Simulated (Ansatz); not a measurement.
Input of an Ansatz 0.2.0 run:

Contents of input.yaml:

```yaml
crystal:
  lattice:
    - [-4.449748, 4.449748, 2.065632]
    - [4.449748, -4.449748, 2.065632]
    - [4.449748, 4.449748, -2.065632]
  atoms:
    - { symbol: Bi, position: [0.1456555, 0.3543445, 0.5] }
    - { symbol: Bi, position: [0.8543445, 0.6456555, 0.5] }
    - { symbol: Bi, position: [0.6456555, 0.1456555, 0.791311] }
    - { symbol: Bi, position: [0.3543445, 0.8543445, 0.208689] }
hamiltonian:
  xc: pbesol
  pseudopotentials: { kind: paw }
kpoints:
  mp_grid: { grid: [7, 7, 7] }
scf:
  occupations: { method: fermi_dirac, width: 0.05 }
output:
  forces: true
  stress: true
  eigenvalues: true
```

Potentials or basis: Ansatz PAW.

Run with:

```sh
$ ansatz run input.yaml --threads 2 --pin off --max-ram 5632MiB --backend cpu --events-out ev --progress --plain --runs-dir out
```

What does it give for the largest force?

0.122 eV/Å.

Estimate the pressure.

-1.8 GPa.

What does it give for the band gap on the k mesh?

None (metal or under the smearing width).

Stress tensor (GPa, compression positive):
```
-1.65  0.00  0.00
 0.00 -1.65  0.00
 0.00  0.00 -2.07
```

Caveat: spin-orbit coupling is left out, which moves the levels of the heavy elements; the PAW data sets come from PBE, with cores solved anew for the run's functional, which leaves a small shift of forces and pressure.
